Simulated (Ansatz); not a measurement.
**KCl: stiffness from a series of strains**

```
CELL_PARAMETERS angstrom
0.00000 3.15610 3.15610
3.15610 0.00000 3.15610
3.15610 3.15610 0.00000
ATOMIC_POSITIONS crystal
K 0.00000 0.00000 0.00000
Cl 0.50000 0.50000 0.50000
```

Atoms are numbered in the order listed.

The cell is a measured one (Crystallography Open Database entry 9003114); the temperature and pressure of the measurement aren't taken into account, and nothing was relaxed.

Method: DFT, LDA, all-electron LAPW, scalar-relativistic (Ansatz 0.2.0).

Settings: a Γ-centred 7×7×7 k mesh, Fermi–Dirac smearing of 0.03 eV, basis error target 1 meV/atom, no spin polarisation.

The strain is applied along the Cartesian axes of the cell as listed (γ is the engineering shear, twice εxy = εyz = εzx). Fractional coordinates are held (clamped ions).

σ is the change of stress from the unstrained cell, which is at -2.08 GPa; tension is positive, so slopes are stress–strain coefficients at that pressure.

Only quantities that a quadratic follows smoothly over the whole series are listed; rougher ones are left out.

```
      γ  σxy (GPa)
-0.0300      -0.21
-0.0200      -0.14
 0.0000       0.00
 0.0100       0.08
 0.0200       0.15
 0.0300       0.24
```

Fit the series and read off the stiffness at zero strain.

Least-squares fits y = p0 + p1 x + p2 x² to the rows give σxy (GPa): p1 = 7.44, p2 = 15. So C44 (clamped ions) = 7 GPa.

One run, at γ = -0.0100, is withheld. Predict its row.

The fits give -0.07; the run gave -0.07.
